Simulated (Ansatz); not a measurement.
# Ni (P6_3/mmc) in Ansatz: a series of runs

Aim: see how the results for Ni move with the level of theory and the settings. Levels: revPBE+D4, LDA, PBE. Tasks: relaxation of the atoms, single point, relaxation of cell and atoms.

Program: Ansatz 0.2.0. These are calculated values, not measurements. Logs are shortened: lines on timing, memory, paths and dates and some standing lists are left out, and cuts for length are marked.

### Step 1. Starting point

The structure is hexagonal, space group P6_3/mmc (No. 194). Conventional cell: a = 2.448 Å, b = 2.448 Å, c = 4.073 Å, α = 90.00°, β = 90.00°, γ = 120.00°. Ni (site symmetry -6m2) has 12 Ni at 2.45 to 2.48 Å as nearest neighbours.

This isn't the form of Ni at room conditions, which is fcc.

### Step 2. Relaxation of the atoms, revPBE+D4, collinear spin, random start (atoms moved at random, drawn with an rms of 0.05 Å)

input.yaml

```yaml
crystal:
  lattice:
    - [2.4480229, 0.0, 0.0]
    - [-1.22401145, 2.1200500204, 0.0]
    - [0.0, 0.0, 4.07280757]
  atoms:
    - { symbol: Ni, position: [0.67277, 0.335479, 0.755409], spin: 1.13 }
    - { symbol: Ni, position: [0.342177, 0.658358, 0.244472], spin: -1.14 }
kpoints:
  mp_grid: { grid: [12, 12, 7] }
scf:
  occupations: { method: methfessel_paxton, width: 0.2 }
hamiltonian:
  xc: revpbe
  dispersion: d4
  pseudopotentials: { kind: all_electron, lapw: { basis_error: 0.001 } }
magnetization:
  spin_polarized: true
output:
  forces: true
  stress: true
relax:
  f_tol: 0.005
  max_steps: 60
```

Potentials or basis: all-electron LAPW, scalar-relativistic.

On the command line:

```bash
ansatz run input.yaml --threads 2 --pin off --max-ram 6144MiB --backend cpu --events-out ev --progress --plain --runs-dir out
```

Log:

```text
Warning: RAYON_NUM_THREADS=2 ignored (pool sized by the plan → 2); use --threads N
The last accepted step is kept in <dir> (removed where the run ends without a failure and the disk answers)
LAPW: plane waves up to 9.634 Å⁻¹, error target 1.0e-3 eV per atom; small_component_spin mean_spin; Ni in spheres of 1.177 Å, 18 of its electrons in bands, Dirac shells [] (how accurate: hamiltonian.pseudopotentials.lapw.basis_error, Limitations)
Engine: ansatz 0.2.0, aarch64-unknown-linux-gnu
Pseudopotentials: kind: all_electron
Pseudopotential: Ni, LAPW, valence charge 18, lapw/all_electron/scalar/gaussian/Ni, Koelling and Harmon's equation, gaussian nucleus
Functional definition: revPBE
  parameter kappa = 1.245
  parameter beta = 0.06672455060314922
  exchange = pbe_x(kappa = kappa, mu = beta*pi^2/3)
  correlation = pbe_c(beta = beta)
Crystal: 2 atoms, lattice volume = 21.138 Å³
Basis set: ecut = 353.64796657696115 eV, 313 PW (Γ), exchange–correlation at level 2
Bands: 24, of which v1, the nominal top of the filled ones, is band 18 counted from 1 (17 counted from 0)
Symmetry: 1 space group operations
Space group: P1 (ITA 1), of the structure as read, at distance tolerance 2.8e-5 Å
Magnetic group: BNS 1.1 (UNI 1), of the structure as read, at distance tolerance 2.8e-5 Å
k-points: 506 of 1008 (time reversal used)
Non-local potential: Ni, projectors of the file, none
Initial density: superposition of atomic densities (chi_scale 0.1, normalization cell)
Starting moments: Σ|m| = 2.27 μB on 2 of 2 sites
Initial wavefunctions: plane waves of lowest kinetic energy (no species holds an atomic orbital)
Functional: x = revpbe(κ = 1.245, μ = 0.2195149727645171), c = pbe(β = 0.06672455060314922)
iter 1 solved again at ethr=5.45e-5 eV; its pass at ethr=1.00e-1 eV (dr2=1.96e-2 eV) is discarded
SCF iter   1: F=—  HF=-82774.091953 eV  |F-HF|=—  |Δ(HF+E_count)|=         —  Δρ=2.01e-2 (↑2.01e-2 ↓2.01e-2)  dr2=1.96e-2  dr2_m=7.57e-2  M=-0.008 μB ∫|m|=1.530 μB  β_m=0.30  ethr=5.45e-5  ⟨swp⟩=3.0  Hψ=180571  notcnv=0
Mixer restart at iter 1: flushing history
preconditioner: auto → none  [metal: Δε(μ)=0.000 eV  Ē_g=11.956 eV  σ=0.200 eV  W_gap=0.00  n_scr=8 (ndim 8)  ℏωp=36.1 eV  f_vac=0.000  D(μ)=5.00/eV (n_scr^D=98)  sad-step TF]
SCF iter   2: F=—  HF=-82774.376259 eV  |F-HF|=—  |Δ(HF+E_count)|=         —  Δρ=3.17e-2 (↑3.15e-2 ↓3.17e-2)  dr2=1.33e-2  dr2_m=1.91e-1  M=-0.043 μB ∫|m|=0.904 μB  β_m=0.30  ethr=5.44e-5  ⟨swp⟩=2.0  Hψ=66419  notcnv=0
Mixer restart at iter 2: flushing history
SCF iter   3: F=—  HF=-82774.423808 eV  |F-HF|=—  |Δ(HF+E_count)|=         —  Δρ=3.39e-2 (↑3.22e-2 ↓3.39e-2)  dr2=4.58e-3  dr2_m=2.10e-1  M=-0.623 μB ∫|m|=0.785 μB  β_m=0.30  ethr=3.70e-5  ⟨swp⟩=2.0  Hψ=66448  notcnv=0
Mixer restart at iter 3: flushing history
SCF iter   4: F=—  HF=-82774.461786 eV  |F-HF|=—  |Δ(HF+E_count)|=   3.80e-2  Δρ=3.33e-2 (↑3.33e-2 ↓3.29e-2)  dr2=1.22e-3  dr2_m=2.12e-1  M=-0.898 μB ∫|m|=0.952 μB  β_m=0.65  ethr=1.27e-5  ⟨swp⟩=2.0  Hψ=66501  notcnv=0
SCF iter   5: F=-82774.040517 eV  HF=-82774.455870 eV  |F-HF|=4.15e-1  |Δ(HF+E_count)|=   5.92e-3  Δρ=3.39e-2 (↑2.19e-2 ↓3.39e-2)  dr2=1.60e-1  dr2_m=1.46e-1  M=-1.081 μB ∫|m|=1.165 μB  β_m=0.63  ethr=3.38e-6  ⟨swp⟩=3.0  Hψ=77583  notcnv=0
SCF iter   6: F=-82768.014452 eV  HF=-82774.793524 eV  |F-HF|=6.78e0  |Δ(HF+E_count)|=   3.38e-1  Δρ=6.53e-2 (↑6.53e-2 ↓7.03e-3)  dr2=2.66e0  dr2_m=2.11e-1  M=-1.158 μB ∫|m|=1.280 μB  β_m=0.08  ethr=3.38e-6  ⟨swp⟩=4.0  Hψ=97448  notcnv=0  recentre
SCF iter   7: F=-82774.324770 eV  HF=-82774.443159 eV  |F-HF|=1.18e-1  |Δ(HF+E_count)|=   3.50e-1  Δρ=2.87e-2 (↑2.05e-2 ↓2.87e-2)  dr2=5.63e-2  dr2_m=1.16e-1  M=-1.210 μB ∫|m|=1.348 μB  β_m=0.08  ethr=3.38e-6  ⟨swp⟩=4.0  Hψ=95061  notcnv=0
SCF iter   8: F=-82774.400681 eV  HF=-82774.407291 eV  |F-HF|=6.61e-3  |Δ(HF+E_count)|=   3.59e-2  Δρ=7.70e-3 (↑7.70e-3 ↓7.38e-3)  dr2=5.58e-3  dr2_m=1.01e-2  M=-1.175 μB ∫|m|=1.272 μB  β_m=0.26  ethr=3.38e-6  ⟨swp⟩=3.0  Hψ=78617  notcnv=0
SCF iter   9: F=-82774.400360 eV  HF=-82774.510438 eV  |F-HF|=1.10e-1  |Δ(HF+E_count)|=   1.03e-1  Δρ=3.13e-2 (↑2.91e-2 ↓3.13e-2)  dr2=1.08e-2  dr2_m=1.76e-1  M=-1.406 μB ∫|m|=1.659 μB  β_m=0.20  ethr=3.38e-6  ⟨swp⟩=3.0  Hψ=77452  notcnv=0  recentre
SCF iter  10: F=-82774.409502 eV  HF=-82774.437455 eV  |F-HF|=2.80e-2  |Δ(HF+E_count)|=   7.30e-2  Δρ=1.75e-2 (↑1.75e-2 ↓1.74e-2)  dr2=1.13e-3  dr2_m=5.92e-2  M=-1.136 μB ∫|m|=1.232 μB  β_m=0.60  ethr=3.38e-6  ⟨swp⟩=3.0  Hψ=77358  notcnv=0
SCF iter  11: F=-82774.382743 eV  HF=-82774.418806 eV  |F-HF|=3.61e-2  |Δ(HF+E_count)|=   1.86e-2  Δρ=1.69e-2 (↑1.69e-2 ↓1.42e-2)  dr2=2.14e-2  dr2_m=4.59e-2  M=-1.106 μB ∫|m|=1.184 μB  β_m=0.60  ethr=3.14e-6  ⟨swp⟩=3.0  Hψ=77308  notcnv=0  recentre
[... 50 lines left out ...]
SCF iter   3: F=—  HF=-82774.396164 eV  |F-HF|=—  |Δ(HF+E_count)|=   4.81e-6  S|Δr|=    0.00e0  Δρ=1.94e-4 (↑1.94e-4 ↓5.11e-5)  dr2=3.43e-5  dr2_m=1.01e-6  M=-1.314 μB ∫|m|=1.502 μB  β_m=0.27  ethr=8.18e-10  ⟨swp⟩=3.0  Hψ=70502  notcnv=0  recentre
SCF iter   4: F=—  HF=-82774.396160 eV  |F-HF|=—  |Δ(HF+E_count)|=   3.61e-6  S|Δr|=    0.00e0  Δρ=2.05e-5 (↑2.05e-5 ↓5.92e-6)  dr2=3.48e-7  dr2_m=1.22e-8  M=-1.314 μB ∫|m|=1.502 μB  β_m=0.25  ethr=8.18e-10  ⟨swp⟩=2.9  Hψ=70335  notcnv=0
SCF iter   5: F=—  HF=-82774.396160 eV  |F-HF|=—  |Δ(HF+E_count)|=   1.96e-7  S|Δr|=    0.00e0  Δρ=6.85e-6 (↑6.85e-6 ↓5.92e-6)  dr2=3.79e-8  dr2_m=2.34e-10  M=-1.314 μB ∫|m|=1.502 μB  β_m=0.41  ethr=8.18e-10  ⟨swp⟩=2.0  Hψ=66501  notcnv=0
SCF iter   6: F=-82774.396160 eV  HF=-82774.396160 eV  |F-HF|=2.12e-9  |Δ(HF+E_count)|=   6.97e-9  S|Δr|=    0.00e0  Δρ=2.45e-6 (↑2.45e-6 ↓2.20e-6)  dr2=5.71e-9  dr2_m=1.87e-11  M=-1.314 μB ∫|m|=1.502 μB  ethr=1.05e-10  ⟨swp⟩=2.0  Hψ=66501  notcnv=0
the starting moments were not kept: 1 of 2 ended reversed and 1 kept their direction, counting a site from 0.1 of the cell's largest site moment. The largest reversed, site 0 (counted from 0, in the order of the report's site_moments_mub), started with +1.13 μB and closes at -6.9e-1 μB in its sphere.
SCF 4 converged in 6 iterations: F = -82774.396160 eV  dr2 = 5.71e-9
relax step   4: F+E_penalty+E_count = -82774.39616047 eV  Δ(F+E_penalty+E_count) = -1.150e-6 eV  max|allowed force component| = 6.048e-3 eV/Å  Δτ_max = 0.0000 Å  (6 SCF iters, accepted)
SCF iter   1: F=—  HF=-82774.396164 eV  |F-HF|=—  |Δ(HF+E_count)|=         —  Δρ=3.12e-5 (↑3.12e-5 ↓2.52e-5)  dr2=2.14e-6  dr2_m=2.93e-9  M=-1.314 μB ∫|m|=1.502 μB  β_m=0.30  ethr=1.75e-7  ⟨swp⟩=3.0  Hψ=77169  notcnv=0
preconditioner: auto → none  [metal: Δε(μ)=0.007 eV  Ē_g=11.801 eV  σ=0.200 eV  W_gap=0.03  n_scr=8 (ndim 8)  ℏωp=36.1 eV  f_vac=0.000  D(μ)=4.31/eV (n_scr^D=84)]
iter 2 solved again at ethr=2.54e-10 eV; its pass at ethr=5.96e-9 eV (dr2=9.15e-8 eV) is discarded
SCF iter   2: F=—  HF=-82774.396164 eV  |F-HF|=—  |Δ(HF+E_count)|=   5.90e-7  S|Δr|=    0.00e0  Δρ=1.10e-5 (↑1.10e-5 ↓6.41e-6)  dr2=9.09e-8  dr2_m=1.76e-9  M=-1.314 μB ∫|m|=1.502 μB  β_m=0.35  ethr=2.54e-10  ⟨swp⟩=2.0  Hψ=114787  notcnv=0
SCF iter   3: F=—  HF=-82774.396164 eV  |F-HF|=—  |Δ(HF+E_count)|=   8.75e-9  S|Δr|=    0.00e0  Δρ=5.53e-6 (↑5.53e-6 ↓3.18e-6)  dr2=9.93e-9  dr2_m=8.92e-10  M=-1.314 μB ∫|m|=1.502 μB  β_m=0.64  ethr=2.53e-10  ⟨swp⟩=2.0  Hψ=66502  notcnv=0
SCF iter   4: F=—  HF=-82774.396164 eV  |F-HF|=—  |Δ(HF+E_count)|=   7.59e-8  S|Δr|=    0.00e0  Δρ=1.77e-5 (↑1.77e-5 ↓4.72e-6)  dr2=2.84e-7  dr2_m=8.36e-9  M=-1.314 μB ∫|m|=1.502 μB  β_m=0.39  ethr=2.76e-11  ⟨swp⟩=2.8  Hψ=67865  notcnv=0  recentre
SCF iter   5: F=—  HF=-82774.396164 eV  |F-HF|=—  |Δ(HF+E_count)|=   3.63e-8  S|Δr|=    0.00e0  Δρ=5.17e-6 (↑5.17e-6 ↓1.73e-6)  dr2=2.40e-8  dr2_m=7.70e-10  M=-1.314 μB ∫|m|=1.502 μB  β_m=0.33  ethr=2.76e-11  ⟨swp⟩=2.0  Hψ=66501  notcnv=0
SCF iter   6: F=-82774.396164 eV  HF=-82774.396164 eV  |F-HF|=1.75e-10  |Δ(HF+E_count)|=  4.37e-11  S|Δr|=    0.00e0  Δρ=9.28e-7 (↑8.76e-7 ↓9.28e-7)  dr2=4.86e-10  dr2_m=3.54e-11  M=-1.314 μB ∫|m|=1.502 μB  ethr=2.76e-11  ⟨swp⟩=2.0  Hψ=66501  notcnv=0
the starting moments were not kept: 1 of 2 ended reversed and 1 kept their direction, counting a site from 0.1 of the cell's largest site moment. The largest reversed, site 0 (counted from 0, in the order of the report's site_moments_mub), started with +1.13 μB and closes at -6.9e-1 μB in its sphere.
SCF 5 converged in 6 iterations: F = -82774.396164 eV  dr2 = 4.86e-10
relax step   5: F+E_penalty+E_count = -82774.39616358 eV  Δ(F+E_penalty+E_count) = -3.111e-6 eV  max|allowed force component| = 7.276e-5 eV/Å  Δτ_max = 0.0006 Å  (6 SCF iters, accepted)
SCF converged after 6 iterations
Stability not checked: this state was not tested for a lower state beside it, because cold or Methfessel-Paxton smearing, or corrected tetrahedra, fill the levels in a way that the test cannot read (fill_not_monotonic; see scf.lower_state_search)
Magnetization: -1.3144 μB (17.3428 up, 18.6572 down)
Absolute magnetization: 1.5021 μB (∫|ρ↑−ρ↓|)
Spin contamination: 0.0151 ħ² per cell (⟨S²⟩ above its minimum at these occupations)
Per-site moments (μB) at R_I (Å): [(-0.6915075366517645, 1.1767531191839662), (-0.6915038342865127, 1.1767531191839662)]
Free energy (F): -82774.396164 eV
Harris-Foulkes:  -82774.396164 eV  (|F-HF|=1.75e-10)
Internal energy: -82774.389084 eV  (E = F + TS)
E sigma→0 (E₀):  -82774.394394 eV
Entropy (-TS):   -0.007080 eV (-3.540 meV/atom)
Fermi energy:    19.108559 eV
--- Per-component energies (eV) ---
  E_band       = -539.312453
  E_kinetic    = 84102.948480
  E_xc         = -3469.651848
  E_electrostatic = -163406.064556  (all electrons and nuclei)
  E_disp       = -1.621160  (pairwise vdW)
  E_smearing   = -0.007080  (= −TS)
  E_closure    = 0.000000  (closes the sum)
  E_atoms      = -82759.464592  (free atoms, spherical and without spin; not in F)
  Σ components = -82774.396164   (vs F -82774.396164, Δ=0.00e0)
  Basis errors (estimates in eV, not in F): energy 2.8e-4 per atom: plane waves 2.3e-4 (1.2e-4 summed), levels above the bands 0.0e0, relativity 9.7e-9, radial functions 5.1e-5, core shells 1.3e-9; eigenvalues (radial functions only) 4.7e-7; not estimated: angular momenta, meshes, grids; target (lapw.basis_error) 1.0e-3; muffin-tin radii Ni 1.177 Å
--- Forces (eV/Å), atoms counted from 1 ---
  atom   1  Ni     0.00005671    -0.00003992    -0.00007273
  atom   2  Ni    -0.00005680     0.00004000     0.00007279
  max |Σ_I F_I| component: 9.26e-8 eV/Å
--- Stress (GPa, compression-positive) ---
        0.663559      -0.000533       0.000003
       -0.000533       0.662809       0.000003
        0.000003       0.000003      -3.168490
  P = ⅓ Tr σ = -0.6140 GPa (-6.140 kbar)
--- Relaxed structure (5 steps of the walk, 5 accepted, 0 SCFs on fresh bases) ---
  F+E_penalty+E_count = -82774.39616358 eV   max|allowed force component| = 7.276e-5 eV/Å
  atoms:
    - { symbol: Ni, position: [0.67413552634822, 0.33025859939234226, 0.7499410512300007] }
    - { symbol: Ni, position: [0.3408114736517801, 0.6635784006076579, 0.2499399487699993] }
```

Run time: 12 min. Hardware: 2 threads of Arm Neoverse V2, shared host; peak memory 1.9 GiB.

Results:

```
Free energy               : -82774.3962 eV
Energy gained by relaxing : 5.5 meV/atom
Ionic steps               : 5
Pressure after relaxing   : -0.6 GPa
Net moment                : -1.31 μB per cell
Absolute moment           : 1.50 μB per cell
Site moments              : Ni -0.69 μB
```

Step by step:
| step | energy change (eV) | largest force (eV/Å) |
| --- | --- | --- |
| 1 | 0.0000 | 0.4595 |
| 2 | -0.0064 | 0.2906 |
| 3 | -0.0110 | 0.0077 |
| 4 | -0.0110 | 0.0064 |
| 5 | -0.0110 | 0.0001 |

Final structure:
```
CELL_PARAMETERS angstrom
2.44802 0.00000 0.00000
-1.22401 2.12005 0.00000
0.00000 0.00000 4.07281
ATOMIC_POSITIONS crystal
Ni 0.67414 0.33026 0.74994
Ni 0.34081 0.66358 0.24994
```

Caveat: the starting moments weren't kept.

### Step 3. Single point, LDA, collinear spin, ferromagnetic start

input.yaml

```yaml
crystal:
  lattice:
    - [2.4480228978, 0.0, 0.0]
    - [-1.2240114489, 2.1200500186, 0.0]
    - [0.0, 0.0, 4.07280757]
  atoms:
    - { symbol: Ni, position: [0.6666666667, 0.3333333333, 0.75], spin: 1.0 }
    - { symbol: Ni, position: [0.3333333333, 0.6666666667, 0.25], spin: 1.0 }
kpoints:
  mp_grid: { grid: [12, 12, 7] }
scf:
  occupations: { method: gaussian, width: 0.1 }
hamiltonian:
  xc: lda
  pseudopotentials: { kind: all_electron, lapw: { basis_error: 0.001 } }
magnetization:
  spin_polarized: true
output:
  forces: true
  stress: true
  eigenvalues: true
```

Potentials or basis: all-electron LAPW, scalar-relativistic.

On the command line:

```bash
ansatz run input.yaml --threads 2 --pin off --max-ram 6144MiB --backend cpu --events-out ev --progress --plain --runs-dir out
```

Wall time 18 s (2 threads of Arm Neoverse V2, shared host); peak memory 0.51 GiB.

The run converged. Its results:

```yaml
Free_energy: -82633.1521 eV
Pressure: -11.0 GPa
Band_gap_on_the_k_mesh: none (metal or under the smearing width)
Net_moment: 1.25 μB per cell
Absolute_moment: 1.37 μB per cell
Site_moments: Ni +0.64 μB
```

Stress tensor (GPa, compression positive):
```
 -9.83   0.00   0.00
  0.00  -9.83   0.00
  0.00   0.00 -13.33
```

Levels at points of the mesh, in eV from the Fermi level:
Spin up:
```tsv
k point	band 15	band 16	band 17	band 18	band 19	band 20	band 21	band 22	band 23
(0.00, 0.00, 0.00)	-2.14	-1.63	-1.63	-0.68	-0.68	-0.63	5.54	22.93	25.00
(0.00, -0.50, 0.00)	-2.13	-0.54	-0.51	-0.42	1.22	3.14	9.32	9.83	12.53
```
Spin down:
| k point | band 16 | band 17 | band 18 | band 19 | band 20 | band 21 |
| --- | --- | --- | --- | --- | --- | --- |
| (0.00, 0.00, 0.00) | -0.99 | -0.99 | -0.60 | 0.00 | 0.00 | 5.96 |
| (0.00, -0.50, 0.00) | 0.17 | 0.18 | 0.30 | 1.69 | 3.53 | 9.50 |

### Step 4. Single point, PBE, collinear spin, ferromagnetic start

Changes to input.yaml since step 3:

```diff
@@ -13,3 +13,3 @@
 hamiltonian:
-  xc: lda
+  xc: pbe
   pseudopotentials: { kind: all_electron, lapw: { basis_error: 0.001 } }
```

On the command line:

```bash
ansatz run input.yaml --threads 2 --pin off --max-ram 6144MiB --backend cpu --events-out ev --progress --plain --runs-dir out
```

Wall time 17 s (2 threads of Arm Neoverse V2, shared host); peak memory 0.51 GiB.

The run converged. Its results:

* Free energy: -82765.6541 eV
* Pressure: 7.2 GPa
* Band gap on the k mesh: none (metal or under the smearing width)
* Net moment: 1.31 μB per cell
* Absolute moment: 1.48 μB per cell
* Site moments: Ni +0.68 μB

Stress tensor (GPa, compression positive):
```
8.49 0.00 0.00
0.00 8.49 0.00
0.00 0.00 4.69
```

Levels at points of the mesh, in eV from the Fermi level:
Spin up:
```csv
k point,band 17,band 18,band 19,band 20,band 21,band 22
"(0.00, 0.00, 0.00)",-1.68,-0.74,-0.74,-0.67,5.51,22.83
"(0.00, -0.50, 0.00)",-0.57,-0.51,1.15,3.10,9.31,9.86
```
Spin down:
| k point | band 13 | band 14 | band 15 | band 16 | band 17 | band 18 | band 19 | band 20 | band 21 | band 22 |
| --- | --- | --- | --- | --- | --- | --- | --- | --- | --- | --- |
| (0.00, 0.00, 0.00) | -1.75 | -1.47 | -1.47 | -1.00 | -1.00 | -0.73 | -0.02 | -0.02 | 5.97 | 22.69 |
| (0.00, -0.50, 0.00) | -1.88 | -1.82 | -1.48 | 0.16 | 0.20 | 0.32 | 1.67 | 3.51 | 9.43 | 9.99 |

### Step 5. Relaxation of cell and atoms, LDA, collinear spin, program default start

input.yaml

```yaml
crystal:
  lattice:
    - [2.4480228978, 0.0, 0.0]
    - [-1.2240114489, 2.1200500186, 0.0]
    - [0.0, 0.0, 4.07280757]
  atoms:
    - { symbol: Ni, position: [0.6666666667, 0.3333333333, 0.75] }
    - { symbol: Ni, position: [0.3333333333, 0.6666666667, 0.25] }
kpoints:
  mp_grid: { grid: [12, 12, 7] }
scf:
  occupations: { method: gaussian, width: 0.01 }
hamiltonian:
  xc: lda
  pseudopotentials: { kind: all_electron, lapw: { basis_error: 0.001 } }
magnetization:
  spin_polarized: true
output:
  forces: true
  stress: true
relax:
  f_tol: 0.02
  max_steps: 60
  cell: {}
```

On the command line:

```bash
ansatz run input.yaml --threads 2 --pin off --max-ram 6144MiB --backend cpu --events-out ev --progress --plain --runs-dir out
```

It took 81 s on 2 threads of Arm Neoverse V2, shared host; peak memory 0.55 GiB.

It converged, with:

```yaml
Free_energy: -82633.1801 eV
Relaxed_volume: 10.06 Å³/atom
Relaxed_cell: a = 2.421 Å, b = 2.421 Å, c = 3.963 Å, α = 90.00°, β = 90.00°, γ = 120.00°
Space_group_after_relaxing_to_0.05_Å: P6_3/mmc (No. 194)
Energy_gained_by_relaxing: 19.8 meV/atom
Ionic_steps: 6
Pressure_after_relaxing: 0.0 GPa
Net_moment: 1.24 μB per cell
Absolute_moment: 1.36 μB per cell
Site_moments: Ni +0.64 μB
```

Step by step:
```csv
step,energy change (eV),largest force (eV/Å),volume (Å³)
1,0.0000,0.0000,21.14
2,-0.0293,0.0000,20.61
3,-0.0394,0.0000,20.06
4,-0.0395,0.0000,20.11
5,-0.0395,0.0000,20.12
6,-0.0395,0.0000,20.12
```

Final structure:
```
CELL_PARAMETERS angstrom
2.42117 0.00000 0.00000
-1.21058 2.09679 0.00000
0.00000 0.00000 3.96253
ATOMIC_POSITIONS crystal
Ni 0.66667 0.33333 0.75000
Ni 0.33333 0.66667 0.25000
```

### Step 6. The runs side by side

| task | level | spin | cell | cutoff (eV) | smearing | gap on the mesh (eV) | pressure (GPa) | moment (μB) |
| --- | --- | --- | --- | --- | --- | --- | --- | --- |
| relaxation of the atoms | revPBE+D4 | collinear, random start | atoms relaxed from: atoms moved at random, drawn with an rms of 0.05 Å | - | methfessel-paxton 0.2 eV | - | -0.6 | 1.31 |
| single point | LDA | collinear, ferromagnetic start | as given | 323 | gaussian 0.1 eV | none | -11.0 | 1.25 |
| single point | PBE | collinear, ferromagnetic start | as given | 323 | gaussian 0.1 eV | none | 7.2 | 1.31 |
| relaxation of cell and atoms | LDA | collinear, program default start | relaxed | - | gaussian 0.01 eV | - | 0.0 | 1.24 |

Alike in all rows: potentials or basis all-electron LAPW, scalar-relativistic; k mesh 12 × 12 × 7; basis error allowed 0.001 eV/atom.

Caveats: the starting moments weren't kept (some runs).

Compare energies only between runs with the same functional and basis.
